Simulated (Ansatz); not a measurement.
# PbS: the crystal squeezed far

One table from this session's results is given with a row withheld; the runs are named, their logs left out.

Computed with Ansatz 0.2.0 (DFT PBE, with the methods named in each step, unless a step's input says otherwise).

## The structure to begin with

It takes space group Pm-3m (No. 221, cubic). The conventional cell has a = 3.321 Å, b = 3.321 Å, c = 3.321 Å, α = 90.00°, β = 90.00°, γ = 90.00°. Around Pb (site symmetry m-3m) lie 8 S at 2.88 Å. Around S (site symmetry m-3m) lie 8 Pb at 2.88 Å.

As a file:

```cif
data_structure
_symmetry_space_group_name_H-M 'Pm-3m'
_symmetry_Int_Tables_number 221
_cell_length_a 3.3209
_cell_length_b 3.3209
_cell_length_c 3.3209
_cell_angle_alpha 90.000
_cell_angle_beta 90.000
_cell_angle_gamma 90.000
_cell_volume 36.63
loop_
_atom_site_label
_atom_site_type_symbol
_atom_site_symmetry_multiplicity
_atom_site_Wyckoff_symbol
_atom_site_fract_x
_atom_site_fract_y
_atom_site_fract_z
_atom_site_occupancy
Pb1 Pb 1 a 0.00000 0.00000 0.00000 1
S1 S 1 b 0.50000 0.50000 0.50000 1
```

The file gives the conventional cell by its symmetry; the runs use the cell typed in the input.

Whether this phase is the stable one at these pressures isn't tested.

Atoms are numbered in the order of the input: Pb1, S2.

Set-up of the first run:

The input, input.yaml:

```yaml
crystal:
  lattice:
    - [3.3209475968, 0.0, 0.0]
    - [0.0, 3.3209475968, 0.0]
    - [0.0, 0.0, 3.3209475968]
  atoms:
    - { symbol: Pb, position: [0.0, 0.0, 0.0] }
    - { symbol: S, position: [0.5, 0.5, 0.5] }
kpoints:
  mp_grid: { grid: [11, 11, 11] }
scf:
  occupations: { method: fermi_dirac, width: 0.1 }
hamiltonian:
  xc: pbe
  pseudopotentials: { kind: paw }
output:
  forces: true
  stress: true
relax:
  f_tol: 0.005
  max_steps: 40
  cell: {}
```

Command:

```sh
ansatz run input.yaml --threads 1 --pin off --max-ram 2048MiB --backend cpu --events-out ev --progress --plain --runs-dir out
```

Steps of the session up to this table: Cell relaxed at zero pressure, PAW; Volume scaled by 1, PAW; Volume scaled by 0.94, PAW; Volume scaled by 0.94, PAW (cutoff 250 eV); Volume scaled by 0.88, PAW; Volume scaled by 0.8, PAW; Volume scaled by 0.72, PAW; Volume scaled by 0.72, PAW (core large); Volume scaled by 0.64, PAW; Volume scaled by 0.55, PAW; Volume scaled by 0.55, PAW (source ansatz).

One of the session's tables, all rows but one given; the rest of the session is left out.

```
             method  volume over the first  volume (Å³/atom)  pressure (GPa)
                PAW                      1            24.348            0.00
                PAW                   0.94            22.887            3.89
                PAW                   0.88            21.427            9.16
                PAW                    0.8            19.479           19.78
                PAW                   0.72            17.531           36.68
                PAW                   0.64                 ?               ?
                PAW                   0.55            13.392          120.52
   PAW (core large)                   0.72            17.531           36.68
PAW (cutoff 250 eV)                   0.94            22.887            3.64
PAW (source ansatz)                   0.55            13.392          120.74
```

Q: Estimate the row for PAW, 0.64 from the others.

**Answer.** volume (Å³/atom): 15.583; pressure (GPa): 63.40. In the column «volume (Å³/atom)» it lies between PAW (source ansatz), 0.55 (13.392) and PAW, 0.72 (17.531).

To keep in mind: Warnings in the runs' records: cutoff below recommended, datasets by core.
